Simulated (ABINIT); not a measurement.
Write the native input for ABINIT 10.8.3 (patched build) that does the following.

```
Task                                            : equation of state
Functional                                      : revPBE
Dispersion                                      : D3
Potentials or basis                             : JTH PAW PBE v2.0
Cutoff                                          : 435 eV
k mesh                                          : 12 × 12 × 12
Occupations                                     : fermi-dirac, width 0.05 eV
Spin                                            : no spin polarisation
Fine-grid cutoff                                : 870.764 eV
Exchange and correlation inside the PAW spheres : full angular mesh (pawxcdev 0, this build's default; the released program takes 1)
```

Crystal: W.

```
CELL_PARAMETERS angstrom
-1.58234 1.58234 1.58234
1.58234 -1.58234 1.58234
1.58234 1.58234 -1.58234
ATOMIC_POSITIONS crystal
W 0.00000 0.00000 0.00000
```

The input as run:

run.abi

```
# Datasets: one volume each
ndtset 7
getwfk -1
scalecart1 3*0.9795861087
scalecart2 3*0.9864848297
scalecart3 3*0.9932883884
scalecart4 3*1.0000000000
scalecart5 3*1.0066227096
scalecart6 3*1.0131594038
scalecart7 3*1.0196128224

# Pseudopotentials
pp_dirpath "./"
pseudos "W.GGA_PBE-JTH.xml"

# Structure
acell 5.1791760466 5.1791760466 5.1791760466
rprim
    -0.5773502692     0.5773502692     0.5773502692
     0.5773502692    -0.5773502692     0.5773502692
     0.5773502692     0.5773502692    -0.5773502692
ntypat 1
znucl 74
natom 1
typat 1
xred
     0.0000000000     0.0000000000     0.0000000000

# Plane-wave basis
ecut 16.0
pawecutdg 32.0

# k points
kptopt 1
ngkpt 12 12 12
nshiftk 1
shiftk 0.0 0.0 0.0

# Exchange and correlation
ixc 14
vdw_xc 6

# Bands and occupations
nband 11
occopt 3
tsmear 0.05 eV

# SCF cycle
nstep 100
tolvrs 1.0e-9

# Output
iomode 3
prtwf 1
prtden 0
prteig 0
prtebands 0
enunit 2
```

Potentials or basis: JTH PAW PBE v2.0.

Run with:

```sh
$ abinit run.abi > log 2>&1
```

It gave:

```yaml
Equilibrium_volume: 15.58 Å³/atom
Bulk_modulus: 328 GPa
Pressure_derivative_of_the_bulk_modulus: 3.7
```

Caveat: pressures at fixed basis lie under the slope of the energies; the PAW data sets were made with another functional, which shifts forces and pressure a little.

Wall time 46 s on 1 thread of Intel(R) Xeon(R) Processor @ 2.70GHz (shared host), peak memory 0.13 GiB.
